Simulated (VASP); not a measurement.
# InSb (F-43m) in VASP: settings compared, part 3 of 3

VASP 6.6.1. The steps go on from the part before.

## (5) Relaxation of cell and atoms, PBEsol

This run uses another cell than the first one, of 34.66 Å³/atom, 1.020 times its volume.

Input file INCAR:

```
ALGO = Normal
EDIFF = 1E-7
EDIFFG = -0.005
ENCUT = 600
GGA = PS
IBRION = 2
ISIF = 3
ISMEAR = 0
LASPH = T
LCHARG = F
LREAL = F
LWAVE = F
NELM = 80
NSW = 90
PREC = Accurate
SIGMA = 0.03
```

Input file KPOINTS:

```
k-points
0
Gamma
  10 10 10
```

Input file POSCAR:

```
InSb                                    
1.0
   -0.0000000000      3.2603245817      3.2603245817
    3.2603245817      0.0000000000      3.2603245817
    3.2603245817      3.2603245817      0.0000000000
  In              Sb            
     1     1
Direct
     0.0000000000000000    0.0000000000000000    0.0000000000000000
     0.2500000000000000    0.2500000000000000    0.2500000000000000
```

Potentials or basis: VASP PAW PBE potentials, release 64 (In_d, Sb).

Started as:

```console
$ cat potpaw_PBE.64/In_d/POTCAR potpaw_PBE.64/Sb/POTCAR > POTCAR
$ mpirun -np 1 vasp_std > vasp.out
```

OUTCAR:

```text
EDIFF = 1E-7
   EDIFFG = -0.005
   ENCUT = 600
   GGA = PS
   IBRION = 2
   ISIF = 3
   ISMEAR = 0
   LASPH = T
   LREAL = F
   NELM = 80
   NSW = 90
   PREC = Accurate

 ion  position               nearest neighbor table
   1  0.000  0.000  0.000-   2 2.82   2 2.82   2 2.82   2 2.82
   2  0.250  0.250  0.250-   1 2.82   1 2.82   1 2.82   1 2.82

  LATTYP: Found a face centered cubic cell.
 ALAT       =     6.5206491634

  Lattice vectors:

 A1 = (   0.0000000000,   3.2603245817,   3.2603245817)
 A2 = (   3.2603245817,   0.0000000000,   3.2603245817)
 A3 = (   3.2603245817,   3.2603245817,   0.0000000000)

Analysis of symmetry for initial positions (statically):
=====================================================================
 Subroutine PRICEL returns:
 Original cell was already a primitive cell.

 Routine SETGRP: Setting up the symmetry group for a
 face centered cubic supercell.

 Subroutine GETGRP returns: Found 24 space group operations
 (whereof 24 operations were pure point group operations)
 out of a pool of 48 trial point group operations.

The static configuration has the point symmetry T_d .

Analysis of symmetry for dynamics (positions and initial velocities):
[... 171 lines left out ...]
      1      -9.7389      2.00000
      2      -9.7389      2.00000
      3      -9.7389      2.00000
      4      -9.6576      2.00000
      5      -9.6576      2.00000
      6      -5.8670      2.00000
      7       4.3915      2.00000
      8       4.7613      1.33333
      9       4.7613      1.33333
     10       4.7613      1.33333
     11       7.6946      0.00000
     12       7.6946      0.00000
     13       7.6946      0.00000
[... 354 lines left out ...]
  band No.  band energies     occupation
      1      -9.7997      2.00000
      2      -9.7077      2.00000
      3      -9.7068      2.00000
      4      -9.6705      2.00000
      5      -9.6512      2.00000
      6      -4.5370      2.00000
      7      -0.1967      2.00000
      8       2.6454      2.00000
      9       2.8980      2.00000
     10       6.2252      0.00000
     11       6.9884      0.00000
     12      10.5039      0.00000
     13      11.0533      0.00000

 [... further k-points ...]
[... 5 lines left out ...]
  --------------------------------------------------------------------------------------
  -------------------------------------------------------------------------------------
  Total        0.0011276      0.0011276      0.0011276      0.0000000      0.0000000     -0.0000000
  in kB        0.0260636      0.0260636      0.0260636      0.0000000      0.0000000     -0.0000000
  external PRESSURE =       0.0260636 kB  Pullay stress =       0.0000000 kB

 VOLUME and BASIS-vectors are now :
 -----------------------------------------------------------------------------
  energy-cutoff  :      600.00
  volume of cell :       69.31
      direct lattice vectors                 reciprocal lattice vectors
     0.000000000  3.260324582  3.260324582    -0.153358964  0.153358964  0.153358964
     3.260324582  0.000000000  3.260324582     0.153358964 -0.153358964  0.153358964
     3.260324582  3.260324582  0.000000000     0.153358964  0.153358964 -0.153358964

 POSITION                                       TOTAL-FORCE (eV/Angst)
 -----------------------------------------------------------------------------------
      0.00000      0.00000      0.00000         0.000000      0.000000      0.000000
      1.63016      1.63016      1.63016        -0.000000     -0.000000     -0.000000
 -----------------------------------------------------------------------------------
    total drift:                               -0.000000     -0.000000     -0.000000

  FREE ENERGIE OF THE ION-ELECTRON SYSTEM (eV)
  ---------------------------------------------------
  free  energy   TOTEN  =        -7.6999379193 eV

  energy  without entropy=       -7.6998916406  energy(sigma->0) =       -7.69991478

 reached required accuracy - stopping structural energy minimisation
```

CONTCAR:

```text
InSb
   1.00000000000000
     0.0000000000000000    3.2603245816999999    3.2603245816999999
     3.2603245816999999    0.0000000000000000    3.2603245816999999
     3.2603245816999999    3.2603245816999999    0.0000000000000000
  In              Sb
     1     1
Direct
     0.0000000000000000    0.0000000000000000    0.0000000000000000
     0.2500000000000000    0.2500000000000000    0.2500000000000000

  0.00000000E+00  0.00000000E+00  0.00000000E+00
  0.00000000E+00  0.00000000E+00  0.00000000E+00
```

Run time: 34 s. Hardware: 1 thread of Intel Xeon 6975P-C (Granite Rapids), shared host; peak memory 0.26 GiB.

Results:

```
Free energy             : -7.6999 eV
Pressure after relaxing : 0.0 GPa
Band gap on the k mesh  : none (metal or under the smearing width)
```

Final structure:
```
In Sb
1.0
     0.00000    3.26032    3.26032
     3.26032    0.00000    3.26032
     3.26032    3.26032    0.00000
In Sb
1 1
Direct
  0.00000 0.00000 0.00000
  0.25000 0.25000 0.25000
```

Levels at points of the mesh, in eV from the Fermi level:
| k point | band 5 | band 6 | band 7 | band 8 | band 9 | band 10 | band 11 | band 12 | band 13 |
| --- | --- | --- | --- | --- | --- | --- | --- | --- | --- |
| (0.00, 0.00, 0.00) | -14.43 | -10.64 | -0.38 | -0.01 | -0.01 | -0.01 | 2.92 | 2.92 | 2.92 |
| (0.50, 0.00, 0.00) | -14.43 | -9.31 | -5.58 | -0.99 | -0.99 | 0.43 | 3.76 | 3.76 | 5.96 |
| (0.50, 0.50, 0.00) | -14.42 | -8.72 | -5.88 | -2.22 | -2.22 | 1.27 | 1.28 | 8.00 | 8.00 |

Caveat: the relaxation stopped at its first step, so nothing moved; the PAW data sets were made with another functional, which shifts forces and pressure a little; this crystal is a semiconductor, whose small gap the functional closes, so the metal is an error of the method. The run has no spin-orbit coupling, so splittings on Sb are missing.
